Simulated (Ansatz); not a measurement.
The system is Li.

```
CELL_PARAMETERS angstrom
0.00000 2.20200 2.20200
2.20200 0.00000 2.20200
2.20200 2.20200 0.00000
ATOMIC_POSITIONS crystal
Li 0.00000 0.00000 0.00000
```

This isn't the form of Li at room conditions, which is bcc.

A run of Ansatz 0.2.0 on this cell left the log below. Logs are shortened: lines on timing, memory, paths and dates and some standing lists are left out, and cuts for length are marked.

```text
Warning: the checks of this Li dataset prove no rule for summing its radial tables, as where they were carried onto another mesh than they were made on, and Gregory's rule is taken, under which a leading mesh point left out moves its sums only by what lay on the interval it spanned. That does not make them correct, and they differ from Quantum ESPRESSO's on this file; a re-export a fraction of a mesh step off can move them. hamiltonian.pseudopotentials.radial_quadrature: simpson_from_first_knot sums it by `pw.x`'s rule; on a PAW file no value gives `pw.x`'s numbers. What more to know: hamiltonian.pseudopotentials.radial_quadrature, in the input reference
Warning: output.stress: scf.convergence.dr2_threshold = 1e-7 eV (the SCF's general default) is looser than the 1e-10 eV advised for a printed stress (1e-10 eV for each atom of the cell: 1). What an SCF threshold leaves in a stress goes as its square root, and in the free energy as the threshold itself, and one threshold admits the most on a small cell: of the crystals measured, under no hybrid functional and no lock of the moments, on runs that ended without the residual-converged pass, on stresses that held no estimate of that error, the worst erred by over 100 MPa in a component at 1e-7 eV an atom and by under 5 at 1e-10. Set scf.convergence.dr2_threshold to 1e-10 eV or tighter. The threshold is an SCF's pass mark: one that does not reach it within its budget of iterations ends unconverged, or closes short of it on a stop that the run arms, and scf.convergence.dr2_threshold's page says what that costs each kind of run
Warning: output.stress: scf.exx.energy_threshold = 1e-6 eV is looser than the 1e-8 eV advised for a stress under a hybrid functional (1e-8 eV for each atom of the cell: 1). Every SCF of the exchange loop can meet its threshold on dr2 while the loop round them stops early: no threshold on dr2 bounds what that leaves in the stress. Set scf.exx.energy_threshold to 1e-8 eV or tighter. The threshold is the loop's pass mark: a loop that does not reach it within its budget of cycles ends unconverged, and scf.exx.energy_threshold's page has the law
Warning: RAYON_NUM_THREADS=1 ignored (pool sized by the plan → 1); use --threads N
scf.n_extra_bands = 6 over 2 filled bands (N_el = 3.0): the run solves 8 bands
Engine: ansatz 0.2.0, aarch64-unknown-linux-gnu
Pseudopotentials: kind: paw
Pseudopotential: Li, paw, valence charge 3, recommended cutoff 1170 eV (normal), Li.paw.azcp
Functional definition: wPBEh
  parameter a = 0.25
  parameter omega = 0.11/bohr
  exchange = wpbe_x - a*pbe_x_sr(omega) + a*exact_x_sr(omega)
  correlation = pbe_c
Crystal: 1 atoms, lattice volume = 21.354 Å³
Basis set: ecut = 1170 eV, 1917 PW (Γ), exchange–correlation on 72×72×72 points (8 copies of the dense FFT grid, shifted against one another)
Bands: 8, of which v1, the nominal top of the filled ones, is band 2 counted from 1 (1 counted from 0)
Symmetry: 48 space group operations
Space group: Fm-3m (ITA 225), of the structure as read, at distance tolerance 2.8e-5 Å
k-points: 20 of 343
Non-local potential: Li, projectors of the file, l = 0: 3, l = 1: 2
PAW form: soft (Blöchl's): semilocal exchange-correlation on the pseudo side does not see the compensation charge
PAW one-centre angular grid: Li, 110 points (default); XC on 64 Gauss nodes
Initial density: superposition of atomic densities (chi_scale 0.1, normalization cell)
[... 31 lines left out ...]
SCF 3 converged in 2 iterations: F = -204.838142 eV  dr2 = 2.26e-9
  Residual-converged pass: ⟨swp⟩=2.0  Hψ=184  notcnv=0  max |occ|·‖R‖ = 2.3e-6 eV (tolerance 2.4e-6 eV)  dr2=2.26e-9  dr2_onsite=7.20e-9  max |Δocc| = 3.0e-13
hybrid outer 2: dexx = +3.754e-10 eV, tail = 1.89e-8 eV, Δε = 6.22e-4 eV (about 3.69e-4 eV left of the loop's levels)
NSCF: frozen V_eff on 42 k-points
hybrid SCF converged: 2 outer / 6 inner (+6 warm-up), last move |dexx| = 3.75e-10 eV, tail = 1.89e-8 eV
Stability not checked: this state was not tested for a lower state beside it, because the functional holds exact exchange (a hybrid, or Hartree-Fock), whose exchange loop this test does not read (fock_operator; see scf.lower_state_search)
Free energy (F): -204.838142 eV
Frozen-core exchange: fock
Harris-Foulkes:  -204.838142 eV  (|F-HF|=3.19e-9)
Internal energy: -204.837858 eV  (E = F + TS)
E sigma→0 (E₀):  -204.838000 eV
Entropy (-TS):   -0.000284 eV (-0.284 meV/atom)
Fermi energy:    1.261390 eV
--- Per-component energies (eV) ---
  E_band       = -99.653300
  E_kinetic    = 41.656015
  E_local      = -91.913822  (includes V_loc(G=0)·N_el)
  E_nonlocal   = -95.803824
  E_hartree    = 41.497423
  E_xc         = -13.501140
  E_vxc        = -17.141309  (∫ρ·V_xc dr)
  E_exx        = -11.029114  (= α·E_x^exact, valence–valence)
  E_paw        = -8.283871  (= ΣΔE_a)
  E_vpaw       = 2.612589  (= ΣTr[D̂ρ^β])
  E_aug_tail   = 0.000001  (compensation charges beyond the density's cutoff)
  E_ewald      = -67.459525
  E_smearing   = -0.000284  (= −TS)
  E_closure    = 0.000000  (closes the sum)
  Σ components = -204.838142   (vs F -204.838142, Δ=2.84e-14)
--- Forces (eV/Å), atoms counted from 1 ---
  atom   1  Li     0.00000000    -0.00000000    -0.00000000
  max |Σ_I F_I| component: 7.23e-31 eV/Å
--- Stress (GPa, compression-positive) ---
       -0.394154       0.000000      -0.000000
        0.000000      -0.394154       0.000000
       -0.000000      -0.000000      -0.394154
  P = ⅓ Tr σ = -0.3942 GPa (-3.942 kbar)
--- Band table (eV; the first three rows and the last of 20) ---
  k-point 0: bands = ["-49.4402", "-3.4230", "15.5669", "15.5669", "15.5669", "19.2736", "19.2736", "19.2736"]
  k-point 1: bands = ["-49.4372", "-2.9795", "12.4658", "14.9229", "14.9229", "18.5596", "20.3590", "20.3590"]
  k-point 2: bands = ["-49.4304", "-1.6517", "8.1270", "14.1795", "14.1795", "18.9043", "19.2485", "19.2485"]
  k-point 19: bands = ["-49.4204", "3.9113", "4.3269", "6.8704", "10.0616", "16.9826", "20.2723", "22.2466"]
```

Q: What input gives this log?

A: Band structure with wPBEh, no spin polarisation. The files as run (others can give the same):

input.yaml
```yaml
crystal:
  lattice:
    - [0.0, 2.202, 2.202]
    - [2.202, 0.0, 2.202]
    - [2.202, 2.202, 0.0]
  atoms:
    - { symbol: Li, position: [0.0, 0.0, 0.0] }
hamiltonian:
  xc: wpbeh
  pseudopotentials: { kind: paw, source: jth }
kpoints:
  mp_grid: { grid: [7, 7, 7] }
  band_path:
    path:
      - [[0.0, 0.0, 0.0], [0.5, 0.0, 0.5], [0.5, 0.25, 0.75], [0.375, 0.375, 0.75], [0.0, 0.0, 0.0], [0.5, 0.5, 0.5], [0.625, 0.25, 0.625], [0.5, 0.25, 0.75], [0.5, 0.5, 0.5], [0.375, 0.375, 0.75]]
      - [[0.625, 0.25, 0.625], [0.5, 0.0, 0.5]]
    npoints: 4
scf:
  occupations: { method: gaussian, width: 0.02 }
  n_extra_bands: 6
output:
  forces: true
  stress: true
  eigenvalues: true
  fatbands: false
```

Potentials or basis: JTH PAW.
Run with:
```sh
$ ansatz run input.yaml --threads 1 --pin off --max-ram 2560MiB --backend cpu --events-out ev --progress --plain --runs-dir out
```

Caveat: the thresholds are loose for stress.
